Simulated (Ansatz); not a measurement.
# CdSe (Fm-3m) in Ansatz: relaxation of cell and atoms with PBE+D4

Aim: the relaxation of cell and atoms of CdSe with PBE+D4.

Everything below comes from runs of Ansatz 0.2.0. Logs are shortened: lines on timing, memory, paths and dates and some standing lists are left out, and cuts for length are marked.

## Step 1: The undisturbed crystal

Symmetry: Fm-3m, No. 225, cubic system. Conventional cell: a = 5.748 Å, b = 5.748 Å, c = 5.748 Å, α = 90.00°, β = 90.00°, γ = 90.00°. Around Cd (site symmetry m-3m) lie 6 Se at 2.87 Å. Se (site symmetry m-3m) has 6 Cd at 2.87 Å as nearest neighbours.

Measurements of this composition are mostly on another form, of space group No. 186.

## Step 2: Relaxation of cell and atoms, PBE+D4, spin-orbit coupling, no magnetisation (atoms moved at random, drawn with an rms of 0.05 Å)

File input.yaml:

```yaml
crystal:
  lattice:
    - [0.0, 2.873958, 2.873958]
    - [2.873958, 0.0, 2.873958]
    - [2.873958, 2.873958, 0.0]
  atoms:
    - { symbol: Cd, position: [0.011401, -0.014442, 0.002234] }
    - { symbol: Se, position: [0.481936, 0.514599, 0.499452] }
kpoints:
  mp_grid: { grid: [6, 6, 6] }
scf:
  occupations: { method: methfessel_paxton, width: 0.15 }
hamiltonian:
  xc: pbe
  dispersion: d4
  pseudopotentials: { kind: all_electron, lapw: { basis_error: 0.0005 } }
magnetization:
  noncollinear: true
  spin_orbit: true
output:
  forces: true
  stress: true
relax:
  f_tol: 0.005
  max_steps: 60
  cell: {}
```

Potentials or basis: all-electron LAPW, relativistic spinors.

Command:

```console
$ ansatz run input.yaml --threads 1 --pin off --max-ram 2560MiB --backend cpu --events-out ev --progress --plain --runs-dir out
```

The log of the run:

```text
Warning: RAYON_NUM_THREADS=1 ignored (pool sized by the plan → 1); use --threads N
The last accepted step is kept in <dir> (removed where the run ends without a failure and the disk answers)
LAPW: plane waves up to 8.532 Å⁻¹, error target 5.0e-4 eV per atom; Dirac's equation on spinors; Se in spheres of 1.297 Å, 24 of its electrons in bands; Cd in spheres of 1.402 Å, 20 of its electrons in bands (how accurate: hamiltonian.pseudopotentials.lapw.basis_error, Limitations)
Engine: ansatz 0.2.0, x86_64-unknown-linux-gnu
Pseudopotentials: kind: all_electron
Pseudopotential: Cd, LAPW, valence charge 20, lapw/all_electron/dirac/gaussian/Cd, Dirac's equation, gaussian nucleus
Pseudopotential: Se, LAPW, valence charge 24, lapw/all_electron/dirac/gaussian/Se, Dirac's equation, gaussian nucleus
Functional definition: PBE
  parameter kappa = 0.804
  parameter beta = 0.06672455060314922
  exchange = pbe_x(kappa = kappa, mu = beta*pi^2/3)
  correlation = pbe_c(beta = beta)
non-collinear run that drives no moment, with spin-orbit: no starting moment large enough to seed its density (crystal.atoms[].spin), no starting occupations that ask for one, no magnetisation constraint and no magnetic field, so the semilocal B_xc is pinned to zero
Crystal: 2 atoms, lattice volume = 47.476 Å³
Basis set: ecut = 277.3332231209333 eV, 531 PW (Γ), exchange–correlation at level 2
Bands: 54, of which v1, the nominal top of the filled ones, is band 44 counted from 1 (43 counted from 0)
Symmetry: 1 space group operations + 1 with time reversal
Magnetic group: BNS 1.2 (UNI 2), of the structure as read, at distance tolerance 3.6e-5 Å
k-points: 112 of 216 (time reversal used)
Non-local potential: Cd, projectors of the file, none
Non-local potential: Se, projectors of the file, none
Initial density: superposition of atomic densities (chi_scale 0.1, normalization cell, long waves kept (reshape's long-wave potential 0.00 eV rms))
Initial wavefunctions: plane waves of lowest kinetic energy (no species holds an atomic orbital)
Functional: x = pbe(κ = 0.804, μ = 0.2195149727645171), c = pbe(β = 0.06672455060314922)
iter 1 solved again at ethr=2.55e-3 eV; its pass at ethr=1.00e-1 eV (dr2=1.12e0 eV) is discarded
SCF iter   1: F=—  HF=-218405.047900 eV  |F-HF|=—  |Δ(HF+E_count)|=         —  Δρ=3.25e-2  dr2=1.12e0  dr2_m=0.00e0 (ungated)  ethr=2.55e-3  |M|=0.00e0 ∫|m|=0.00e0 μB  β_m=0.30  ⟨swp⟩=2.0  Hψ=38224  notcnv=0
preconditioner: auto → none  [insulator: Δε(μ)=0.386 eV  Ē_g=12.546 eV  σ=0.150 eV  W_gap=0.60  n_scr=14 (ndim 8)  ℏωp=22.9 eV  f_vac=0.049  D(μ)=0.12/eV (n_scr^D=0)  ε∞_Penn≈4.3]
SCF iter   2: F=—  HF=-218404.657840 eV  |F-HF|=—  |Δ(HF+E_count)|=   3.90e-1  S|Δr|=    0.00e0  Δρ=1.24e-2  dr2=1.44e-1  dr2_m=0.00e0 (ungated)  ethr=2.55e-3  |M|=0.00e0 ∫|m|=0.00e0 μB  β_m=0.36  ⟨swp⟩=2.0  Hψ=18462  notcnv=0
preconditioner: auto → Kerker (q_TF=auto, 2.694 Å⁻¹)  [metal: Δε(μ)=0.092 eV  Ē_g=12.908 eV  σ=0.150 eV  W_gap=0.47  n_scr=14 (ndim 8)  ℏωp=22.9 eV  f_vac=0.057  D(μ)=0.70/eV (n_scr^D=0)]
spin=Noncollinear: Kerker preconditioning applied to the charge; magnetization (m_x, m_y, m_z) channels mix plain (no charge-response kernel on spin).
SCF iter   3: F=—  HF=-218404.622274 eV  |F-HF|=—  |Δ(HF+E_count)|=   3.56e-2  S|Δr|=    0.00e0  Δρ=6.07e-3  dr2=2.81e-2  dr2_m=0.00e0 (ungated)  ethr=3.27e-4  |M|=0.00e0 ∫|m|=0.00e0 μB  β_m=0.44  ⟨swp⟩=2.0  Hψ=17362  notcnv=0
iter 4 solved again at ethr=4.66e-6 eV; its pass at ethr=6.38e-5 eV (dr2=2.05e-3 eV) is discarded
SCF iter   4: F=—  HF=-218404.618727 eV  |F-HF|=—  |Δ(HF+E_count)|=   3.55e-3  S|Δr|=    0.00e0  Δρ=2.20e-3  dr2=2.05e-3  dr2_m=0.00e0 (ungated)  ethr=4.66e-6  |M|=0.00e0 ∫|m|=0.00e0 μB  β_m=0.59  ⟨swp⟩=2.0  Hψ=29578  notcnv=0
SCF iter   5: F=—  HF=-218404.619545 eV  |F-HF|=—  |Δ(HF+E_count)|=   8.18e-4  S|Δr|=    0.00e0  Δρ=7.20e-4  dr2=2.72e-4  dr2_m=0.00e0 (ungated)  ethr=4.65e-6  |M|=0.00e0 ∫|m|=0.00e0 μB  β_m=0.79  ⟨swp⟩=2.0  Hψ=17369  notcnv=0
SCF iter   6: F=—  HF=-218404.619776 eV  |F-HF|=—  |Δ(HF+E_count)|=   2.31e-4  S|Δr|=    0.00e0  Δρ=1.89e-4  dr2=2.38e-5  dr2_m=0.00e0 (ungated)  ethr=6.18e-7  |M|=0.00e0 ∫|m|=0.00e0 μB  β_m=0.69  ⟨swp⟩=3.0  Hψ=17882  notcnv=0
SCF iter   7: F=—  HF=-218404.619762 eV  |F-HF|=—  |Δ(HF+E_count)|=   1.36e-5  S|Δr|=    0.00e0  Δρ=1.20e-4  dr2=1.00e-5  dr2_m=0.00e0 (ungated)  ethr=5.42e-8  |M|=0.00e0 ∫|m|=0.00e0 μB  β_m=0.85  ⟨swp⟩=2.6  Hψ=17541  notcnv=0
SCF iter   8: F=—  HF=-218404.619763 eV  |F-HF|=—  |Δ(HF+E_count)|=   7.09e-7  S|Δr|=    0.00e0  Δρ=5.24e-5  dr2=2.10e-6  dr2_m=0.00e0 (ungated)  ethr=2.28e-8  |M|=0.00e0 ∫|m|=0.00e0 μB  β_m=0.92  ⟨swp⟩=2.0  Hψ=17362  notcnv=0
[... 22 lines left out ...]
SCF iter   1: F=—  HF=-218404.645943 eV  |F-HF|=—  |Δ(HF+E_count)|=         —  Δρ=4.04e-4  dr2=1.43e-4  dr2_m=0.00e0 (ungated)  ethr=2.71e-7  |M|=0.00e0 ∫|m|=0.00e0 μB  β_m=0.30  ⟨swp⟩=4.1  Hψ=33676  notcnv=0
preconditioner: auto → none  [insulator: Δε(μ)=0.115 eV  Ē_g=13.253 eV  σ=0.150 eV  W_gap=0.58  n_scr=14 (ndim 8)  ℏωp=23.4 eV  f_vac=0.058  D(μ)=0.59/eV (n_scr^D=0)  ε∞_Penn≈4.1]
SCF iter   2: F=—  HF=-218404.645904 eV  |F-HF|=—  |Δ(HF+E_count)|=   3.86e-5  S|Δr|=    0.00e0  Δρ=2.31e-4  dr2=4.23e-5  dr2_m=0.00e0 (ungated)  ethr=2.71e-7  |M|=0.00e0 ∫|m|=0.00e0 μB  β_m=0.44  ⟨swp⟩=2.0  Hψ=17302  notcnv=0
[... 6 lines left out ...]
Basis set: ecut = 286.2183242241197 eV, 531 PW (Γ), exchange–correlation at level 2
iter 1 solved again at ethr=3.33e-6 eV; its pass at ethr=1.00e-1 eV (dr2=1.47e-3 eV) is discarded
SCF iter   1: F=—  HF=-218404.648371 eV  |F-HF|=—  |Δ(HF+E_count)|=         —  Δρ=1.29e-3  dr2=1.39e-3  dr2_m=0.00e0 (ungated)  ethr=3.33e-6  |M|=0.00e0 ∫|m|=0.00e0 μB  β_m=0.30  ⟨swp⟩=3.5  Hψ=34487  notcnv=0
preconditioner: auto → none  [insulator: Δε(μ)=0.119 eV  Ē_g=13.259 eV  σ=0.150 eV  W_gap=0.60  n_scr=14 (ndim 8)  ℏωp=23.4 eV  f_vac=0.057  D(μ)=0.59/eV (n_scr^D=0)  ε∞_Penn≈4.1]
SCF iter   2: F=—  HF=-218404.648058 eV  |F-HF|=—  |Δ(HF+E_count)|=   3.13e-4  S|Δr|=    0.00e0  Δρ=6.90e-4  dr2=3.16e-4  dr2_m=0.00e0 (ungated)  ethr=3.15e-6  |M|=0.00e0 ∫|m|=0.00e0 μB  β_m=0.42  ⟨swp⟩=2.0  Hψ=17302  notcnv=0
iter 3 solved again at ethr=3.03e-8 eV; its pass at ethr=7.18e-7 eV (dr2=1.33e-5 eV) is discarded
SCF iter   3: F=—  HF=-218404.648028 eV  |F-HF|=—  |Δ(HF+E_count)|=   3.02e-5  S|Δr|=    0.00e0  Δρ=2.04e-4  dr2=1.33e-5  dr2_m=0.00e0 (ungated)  ethr=3.03e-8  |M|=0.00e0 ∫|m|=0.00e0 μB  β_m=0.60  ⟨swp⟩=2.0  Hψ=29518  notcnv=0
SCF iter   4: F=-218404.648036 eV  HF=-218404.648036 eV  |F-HF|=8.33e-8  |Δ(HF+E_count)|=   7.70e-6  S|Δr|=    0.00e0  Δρ=1.44e-5  dr2=7.56e-8  dr2_m=0.00e0 (ungated)  ethr=3.03e-8  |M|=0.00e0 ∫|m|=0.00e0 μB  ⟨swp⟩=2.0  Hψ=17306  notcnv=0
SCF 4 converged in 4 iterations: F = -218404.648036 eV  dr2 = 7.56e-8
relax step   4: F+E_penalty+E_count = -218404.64803570 eV  Δ(F+E_penalty+E_count) = -2.137e-3 eV  max|allowed force component| = 2.026e-3 eV/Å  Δτ_max = 0.0247 Å  P = +0.000 GPa  Ω = 45.282 Å³  (4 SCF iters, accepted)
iter 1 solved again at ethr=1.72e-10 eV; its pass at ethr=1.00e-1 eV (dr2=7.58e-8 eV) is discarded
SCF iter   1: F=—  HF=-218404.648035 eV  |F-HF|=—  |Δ(HF+E_count)|=         —  Δρ=1.44e-5  dr2=7.61e-8  dr2_m=0.00e0 (ungated)  ethr=1.72e-10  |M|=0.00e0 ∫|m|=0.00e0 μB  β_m=0.30  ⟨swp⟩=6.0  Hψ=31333  notcnv=0
preconditioner: auto → none  [insulator: Δε(μ)=0.120 eV  Ē_g=13.258 eV  σ=0.150 eV  W_gap=0.60  n_scr=14 (ndim 8)  ℏωp=23.4 eV  f_vac=0.057  D(μ)=0.59/eV (n_scr^D=0)  ε∞_Penn≈4.1]
SCF iter   2: F=-218404.648035 eV  HF=-218404.648035 eV  |F-HF|=6.03e-8  |Δ(HF+E_count)|=   5.00e-8  S|Δr|=    0.00e0  Δρ=1.05e-5  dr2=3.48e-8  dr2_m=0.00e0 (ungated)  ethr=1.72e-10  |M|=0.00e0 ∫|m|=0.00e0 μB  ⟨swp⟩=2.0  Hψ=17302  notcnv=0
SCF 5 converged in 2 iterations: F = -218404.648035 eV  dr2 = 3.48e-8
relax step   5: F+E_penalty+E_count = -218404.64803524 eV  Δ(F+E_penalty+E_count) = +4.664e-7 eV  max|allowed force component| = 2.083e-3 eV/Å  Δτ_max = 0.0000 Å  P = +0.000 GPa  Ω = 45.282 Å³  stress off target by 5.37e-3 GPa  SCF on the basis re-selected at this cell (its energy is not comparable with the rows above)  (2 SCF iters)
basis re-selected at this cell: Δ(F+E_penalty+E_count) = +4.664e-7 eV, ΔP = +0.000 GPa vs the last step (what re-selecting the basis moved, after the strain that the cell walked since its last selection, with what the two solves' SCF thresholds leave and, on support functions, any second-order correction that the steps lacked; it is no measure of the basis error at this ecutwfc). This SCF's stress stands 5.37e-3 GPa from its target on what of the cell is left free (relax.cell.stress_tol is 5.00e-2 GPa) and its largest allowed force component is 2.08e-3 eV/Å (relax.f_tol is 5.00e-3 eV/Å): within both
SCF converged after 2 iterations
Stability not checked: this state was not tested for a lower state beside it, because cold or Methfessel-Paxton smearing, or corrected tetrahedra, fill the levels in a way that the test cannot read (fill_not_monotonic; see scf.lower_state_search)
Magnetization: |M| = 0.0000 μB,  M = (+0.0000, +0.0000, +0.0000) μB
Absolute magnetization: 0.0000 μB (∫|m|)
  site 0: m = (+0.0000, +0.0000, +0.0000) μB, |m| = 0.0000 μB  (R = 1.38 Å)
  site 1: m = (+0.0000, +0.0000, +0.0000) μB, |m| = 0.0000 μB  (R = 1.28 Å)
Free energy (F): -218404.648035 eV
Harris-Foulkes:  -218404.648035 eV  (|F-HF|=6.03e-8)
Internal energy: -218404.649713 eV  (E = F + TS)
E sigma→0 (E₀):  -218404.648455 eV
Entropy (-TS):   0.001678 eV (0.839 meV/atom)
Fermi energy:    11.714832 eV
Step filling:    the computed levels leave a gap of 0.0000 eV = 0.0 smearing widths at the electron count; against every level under it full and every level over it empty, smearing changes F+E_penalty+E_count by +0.659 meV and its σ→0 estimate by +0.239 meV
--- Per-component energies (eV) ---
  E_band       = -1950.424452
  E_kinetic    = 227383.448436
  E_xc         = -6608.443091
  E_electrostatic = -439178.837745  (all electrons and nuclei)
  E_disp       = -0.817313  (pairwise vdW)
  E_smearing   = 0.001678  (= −TS)
  E_closure    = 0.000000  (closes the sum)
  E_atoms      = -218398.623121  (free atoms, spherical and without spin; not in F)
  Σ components = -218404.648035   (vs F -218404.648035, Δ=0.00e0)
  Basis errors (estimates in eV, not in F): energy 2.1e-4 per atom: plane waves 2.0e-4 (1.1e-4 summed), levels above the bands 0.0e0, relativity 5.1e-8, radial functions 5.8e-6, core shells 6.1e-7; eigenvalues (radial functions only) 2.1e-7; not estimated: angular momenta, meshes, grids; target (lapw.basis_error) 5.0e-4; muffin-tin radii Se 1.277 Å, Cd 1.380 Å
--- Forces (eV/Å), atoms counted from 1 ---
  atom   1  Cd     0.00165759    -0.00209263    -0.00002555
  atom   2  Se    -0.00164331     0.00207429     0.00002533
  max |Σ_I F_I| component: 1.83e-5 eV/Å
--- Stress (GPa, compression-positive) ---
       -0.000078      -0.003844      -0.000052
       -0.003844      -0.002582       0.000062
       -0.000052       0.000062       0.004128
  P = ⅓ Tr σ = 0.0005 GPa (0.005 kbar)
--- Relaxed structure (4 steps of the walk, 4 accepted, 1 SCFs on fresh bases) ---
  F+E_penalty+E_count = -218404.64803524 eV   max|allowed force component| = 2.083e-3 eV/Å   (the final SCF, on the basis selected at the relaxed cell)
  cell:  # Å, volume = 45.2822 Å³
    - [0.00023675653743734557, 2.829107226323309, 2.828860566315103]
    - [2.8290220874702796, 0.00022982424504727989, 2.8288674986074933]
    - [2.8292524788433644, 2.829344549988784, -5.67128037549843e-7]
  atoms:
    - { symbol: Cd, position: [-0.0031256522120797444, -0.00012454435413949516, 0.0008652782254108186] }
    - { symbol: Se, position: [0.4964626522120798, 0.5002815443541394, 0.5008207217745893] }
```

Wall time 14 min (1 thread of Intel Xeon Platinum 8375C at 2.90GHz (Ice Lake), shared host); peak memory 1 GiB.

What came out:

* Free energy: -218404.6480 eV
* Relaxed volume: 22.64 Å³/atom
* Relaxed cell: a = 4.001 Å, b = 4.001 Å, c = 4.001 Å, α = 60.00°, β = 60.00°, γ = 60.00°
* Space group after relaxing (to 0.05 Å): Fm-3m (No. 225)
* Energy gained by relaxing: 14.1 meV/atom
* Ionic steps: 5
* Pressure after relaxing: 0.0 GPa

Forces on the atoms (eV/Å):
```
Cd   0.002 -0.002  0.000
Se  -0.002  0.002  0.000
```

Step by step:
```csv
step,energy change (eV),largest force (eV/Å),volume (Å³)
1,0.0000,0.1324,47.48
2,-0.0175,0.1090,44.02
3,-0.0261,0.0844,45.29
4,-0.0283,0.0026,45.28
5,-0.0283,0.0027,45.28
```

Final structure:
```yaml
crystal:
  lattice:
    - [0.00024, 2.82911, 2.82886]
    - [2.82902, 0.00023, 2.82887]
    - [2.82925, 2.82934, 0.00000]
  atoms:
    - { symbol: Cd, position: [0.99687, 0.99988, 0.00087] }
    - { symbol: Se, position: [0.49646, 0.50028, 0.50082] }
```
